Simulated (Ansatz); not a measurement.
# MgH2: the cost of one run

Method: DFT PBE, scalar-relativistic, plane waves, PAW, in Ansatz 0.2.0.

1 further run of the same task is left out (it didn't finish).

### 1 The starting structure

The structure is orthorhombic, space group Cmc2_1 (No. 36). The conventional cell has a = 4.765 Å, b = 4.914 Å, c = 4.493 Å, α = 90.00°, β = 90.00°, γ = 90.00°. Mg (site symmetry m) is surrounded by 6 H at 1.87 to 1.89 Å. Around H (site symmetry 1) lie 3 Mg at 1.87 to 1.89 Å.

As a file:

```cif
data_structure
_symmetry_space_group_name_H-M 'Cmc2_1'
_symmetry_Int_Tables_number 36
_cell_length_a 4.7647
_cell_length_b 4.9145
_cell_length_c 4.4930
_cell_angle_alpha 90.000
_cell_angle_beta 90.000
_cell_angle_gamma 90.000
_cell_volume 105.21
loop_
_atom_site_label
_atom_site_type_symbol
_atom_site_symmetry_multiplicity
_atom_site_Wyckoff_symbol
_atom_site_fract_x
_atom_site_fract_y
_atom_site_fract_z
_atom_site_occupancy
Mg1 Mg 4 a 0.50000 0.15608 0.21436 1
H1 H 8 b 0.25664 0.10065 0.89288 1
```

A structure generator made this guess: 3-, 6-connected net, the two elements on its two kinds of vertex (Cmc2_1, No. 36). Lengths come from tabulated atomic sizes and are only a guess.

### 2 The guess as it stands, on a coarse mesh

The input, input.yaml:

```yaml
crystal:
  lattice:
    - [2.38233052, -2.45723149, 0.0]
    - [2.38233052, 2.45723149, 0.0]
    - [0.0, 0.0, 4.49302851]
  atoms:
    - { symbol: Mg, position: [0.65607952, 0.34392048, 0.78564071] }
    - { symbol: Mg, position: [0.34392048, 0.65607952, 0.28564071] }
    - { symbol: H, position: [0.35729042, 0.15599247, 0.10712153] }
    - { symbol: H, position: [0.64270958, 0.84400753, 0.60712153] }
    - { symbol: H, position: [0.15599247, 0.35729042, 0.60712153] }
    - { symbol: H, position: [0.84400753, 0.64270958, 0.10712153] }
basis:
  ecutwfc: 420
kpoints:
  mp_grid: { grid: [6, 6, 4] }
hamiltonian:
  xc: pbe
scf:
  occupations: { method: gaussian, width: 0.1 }
  lower_state_search: "off"
output:
  forces: true
  stress: true
  eigenvalues: true
```

The run is started by

```
$ ansatz run input.yaml --threads 1 --pin off --max-ram 2560MiB --backend cpu --events-out ev --progress --plain --runs-dir out
```

**Question.** How long does this run take on 1 thread of Intel Xeon Platinum 8488C (Sapphire Rapids), shared host, and how much memory does it need?

About 1.8 s, with a peak of 0.38 GiB.
